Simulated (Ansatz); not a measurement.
Computed with Ansatz, DFT PBE, scalar-relativistic, plane waves, PAW. All cells share a 420 eV cutoff and Γ-centred k meshes spaced at most about 0.3 Å⁻¹ (about 0.25 or finer for metals, 2π included). No spin polarisation.

Energies count from the standard state of Be at the same level.

These are static total energies at zero pressure. The comparison covers the computed candidates alone.

A search for Be sheets gave 4 distinct relaxed structures. All are two-dimensional sheets, periodic along a and b, with vacuum along c. Coordination counts all near atoms (those within 1.25 times the shortest distance at each site). Cells relaxed within their symmetry can be saddle points.

Q: Which structure of Be came out lowest?

A: The one with layer group p6/mmm (No. 80), reached from: a relaxed cell, shaken at random and relaxed again. It has a = 4.266 Å, b = 3.688 Å, γ = 90.0°, thickness 0.00 Å between the outermost nuclei, 3.9 Å²/atom, no gap on the mesh. Be at height 0.00 Å has 6 Be at 2.13 Å. Its energy over the standard state is +0.80 eV/atom. It lies above the standard state, so it could only be metastable.

```cif
data_structure
_symmetry_space_group_name_H-M 'P 1'
_symmetry_Int_Tables_number 1
_cell_length_a 4.2663
_cell_length_b 3.6880
_cell_length_c 23.8000
_cell_angle_alpha 90.000
_cell_angle_beta 90.000
_cell_angle_gamma 90.000
_cell_volume 374.47
loop_
_atom_site_label
_atom_site_type_symbol
_atom_site_fract_x
_atom_site_fract_y
_atom_site_fract_z
_atom_site_occupancy
Be1 Be 0.62500 0.24999 0.29411 1
Be2 Be 0.12500 0.25001 0.29413 1
Be3 Be 0.37500 0.75000 0.29412 1
Be4 Be 0.87500 0.74999 0.29411 1
```

Q: How much higher is the p6/mmm structure with 5.8 Å²/atom and coordination Be 3 (reached from: random sheet)?

A: 1.32 eV/atom. It has no gap on its mesh.

Q: How much higher is the p4/mmm structure with 1.4 Å²/atom and coordination Be 4 (reached from: random sheet)?

A: 193 meV/atom. It has no gap on its mesh.

Some structure types and database cells were kept out of the candidates from the start, so a known form may be missing.
